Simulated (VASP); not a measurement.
## A VASP 6.6.1 single-point calculation on RbBr

INCAR

```
ENCUT = 600
NSW = 0
SIGMA = 0.01
ISMEAR = 0
PREC = Accurate
IBRION = -1
LCHARG = .FALSE.
ISIF = 2
EDIFF = 1E-7
NELM = 52
LWAVE = .FALSE.
LREAL = .FALSE.
LASPH = .TRUE.
GGA = CA
NBANDS = 24
```

KPOINTS

```
KPOINTS created by Atomic Simulation Environment
0
Gamma
6 6 4
0 0 0
```

POSCAR

```
Rb Br
 1.0000000000000000
     5.8901392059322220    0.0000000000000000    0.0000000000000000
    -2.9450696029661110    5.1010101841640054    0.0000000000000000
     0.0000000000000000    0.0000000000000000    6.8703328346430190
 Rb  Br
   2   2
Cartesian
  0.0000000000000001  3.4006734561093364 -0.4293958021651889
  2.9450696029661105  1.7003367280546682  3.0057706151563202
  0.0000000000000001  3.4006734561093364  3.0057706151563202
  2.9450696029661105  1.7003367280546682  6.4409370324778292
```

The recommended LDA PAW datasets give the neutral cell 32 valence electrons.

Command

```
mpirun -np 1 vasp_std
```

OSZICAR

```
N       E                     dE             d eps       ncg     rms          rms(c)
DAV:   1     0.228650857537E+03    0.22865E+03   -0.13653E+04  1008   0.121E+03
DAV:   2     0.110207042506E+02   -0.21763E+03   -0.20647E+03  1344   0.224E+02
DAV:   3    -0.130239904150E+02   -0.24045E+02   -0.23936E+02  1632   0.753E+01
DAV:   4    -0.137078458577E+02   -0.68386E+00   -0.68316E+00  1424   0.132E+01
DAV:   5    -0.137310831241E+02   -0.23237E-01   -0.23236E-01  1528   0.183E+00    0.395E+00
DAV:   6    -0.131423714130E+02    0.58871E+00   -0.84177E-01  1168   0.306E+00    0.272E+00
DAV:   7    -0.130344978620E+02    0.10787E+00   -0.35854E-01  1224   0.205E+00    0.127E+00
DAV:   8    -0.130395836493E+02   -0.50858E-02   -0.47346E-02  1376   0.799E-01    0.177E-01
DAV:   9    -0.130434619316E+02   -0.38783E-02   -0.13274E-02  1176   0.369E-01    0.147E-01
DAV:  10    -0.130442046772E+02   -0.74275E-03   -0.33280E-03  1056   0.232E-01    0.322E-02
DAV:  11    -0.130443448130E+02   -0.14014E-03   -0.19698E-04  1288   0.655E-02    0.193E-02
DAV:  12    -0.130444012863E+02   -0.56473E-04   -0.76472E-05  1064   0.356E-02    0.786E-03
DAV:  13    -0.130444013285E+02   -0.42217E-07   -0.47490E-06  1592   0.864E-03    0.533E-03
DAV:  14    -0.130444012957E+02    0.32807E-07   -0.13866E-06  1256   0.504E-03    0.147E-03
DAV:  15    -0.130444013587E+02   -0.63086E-07   -0.10039E-07   912   0.156E-03
   1 F= -.13044401E+02 E0= -.13044401E+02  d E =-.257164E-38
```

From OUTCAR

```
k-points           NKPTS =     21   k-points in BZ     NKDIM =     21   number of bands    NBANDS=     24

   NELECT =      32.0000    total number of electrons

   dimension x,y,z NGX =    48 NGY =   48 NGZ =   56
   dimension x,y,z NGXF=    96 NGYF=   96 NGZF=  112

  energy-cutoff  :      600.00
  volume of cell :      206.42
      direct lattice vectors                 reciprocal lattice vectors
     5.890139206  0.000000000  0.000000000     0.169775274  0.098019800  0.000000000
    -2.945069603  5.101010184  0.000000000     0.000000000  0.196039601  0.000000000
     0.000000000  0.000000000  6.870332835     0.000000000  0.000000000  0.145553356

 k-points in reciprocal lattice and weights: KPOINTS created by Atomic Simulation Env
   0.00000000  0.00000000  0.00000000       0.007
   0.16666667  0.00000000  0.00000000       0.042
   0.33333333 -0.00000000  0.00000000       0.042
   0.50000000 -0.00000000  0.00000000       0.021
   0.16666667  0.16666667  0.00000000       0.042
   0.33333333  0.16666667  0.00000000       0.083
   0.33333333  0.33333333  0.00000000       0.014
   0.00000000  0.00000000  0.25000000       0.014
   ...

 E-fermi :  -2.7131

 k-point     1 :       0.0000    0.0000    0.0000
  band No.  band energies     occupation
      1     -27.2898      2.00000
      2     -27.2800      2.00000
      3     -14.9433      2.00000
      4     -14.8999      2.00000
      5     -11.5731      2.00000
      6     -11.5173      2.00000
      7     -11.5173      2.00000
      8     -11.4588      2.00000
      9     -11.4588      2.00000
     10     -11.4235      2.00000
     11      -3.2061      2.00000
     12      -3.1794      2.00000
     13      -3.1794      2.00000
     14      -3.0801      2.00000
     15      -3.0801      2.00000
     16      -2.8018      2.00000
     17       0.9766      0.00000
     18       3.8094      0.00000
     19       4.0275      0.00000
     20       4.0275      0.00000
     21       4.8827      0.00000
     22       5.0301      0.00000
     23       5.0301      0.00000
     24       5.3486      0.00000

 k-point     2 :       0.1667    0.0000    0.0000
  band No.  band energies     occupation
      1     -27.2891      2.00000
      2     -27.2804      2.00000
      3     -14.9499      2.00000
      4     -14.9119      2.00000
      5     -11.5636      2.00000
      6     -11.5226      2.00000
      7     -11.4974      2.00000
      8     -11.4588      2.00000
      9     -11.4435      2.00000
     10     -11.4318      2.00000
     11      -3.2241      2.00000
     12      -3.1876      2.00000
     13      -3.1728      2.00000
     14      -3.1287      2.00000
     15      -3.0387      2.00000
     16      -2.8329      2.00000
     17       1.3136      0.00000
     18       3.8392      0.00000
     19       3.9011      0.00000
     20       4.1355      0.00000
     21       4.2743      0.00000
     22       4.9631      0.00000
     23       5.0437      0.00000
     24       5.1986      0.00000

 ...

  Total       -1.3387110     -1.3387110     -1.6786573     -0.0000000      0.0000000      0.0000000
  in kB      -10.3905343    -10.3905343    -13.0290605     -0.0000000      0.0000000      0.0000000
  external PRESSURE =     -11.2700431 kB  Pullay stress =       0.0000000 kB

 POSITION                                       TOTAL-FORCE (eV/Angst)
 -----------------------------------------------------------------------------------
      0.00000      3.40067      6.44094         0.000000     -0.000000      0.000000
      2.94507      1.70034      3.00577        -0.000000      0.000000      0.000000
      0.00000      3.40067      3.00577         0.000000      0.000000     -0.000000
      2.94507      1.70034      6.44094        -0.000000     -0.000000      0.000000
 -----------------------------------------------------------------------------------
    total drift:                                0.000000      0.000000      0.000000

  FREE ENERGIE OF THE ION-ELECTRON SYSTEM (eV)
  ---------------------------------------------------
  free  energy   TOTEN  =       -13.0444013587 eV

  energy  without entropy=      -13.0444013587  energy(sigma->0) =      -13.04440136
```

It converged. Results: gap between bands v and c on the k mesh 3.78 eV; least direct gap on the k mesh 3.78 eV; pressure -1.1 GPa. Band v is the last that the valence electrons fill when counted band by band, and c is the next.

For comparison, a separate LDA run of the intended cell, on usual settings and not on those above, gives a gap of 3.78 eV on its mesh and a pressure of -1.1 GPa.

The run above took about 1.8 min on one core of a shared host (Intel Xeon Platinum 8488C) and held 0.32 GiB at most.
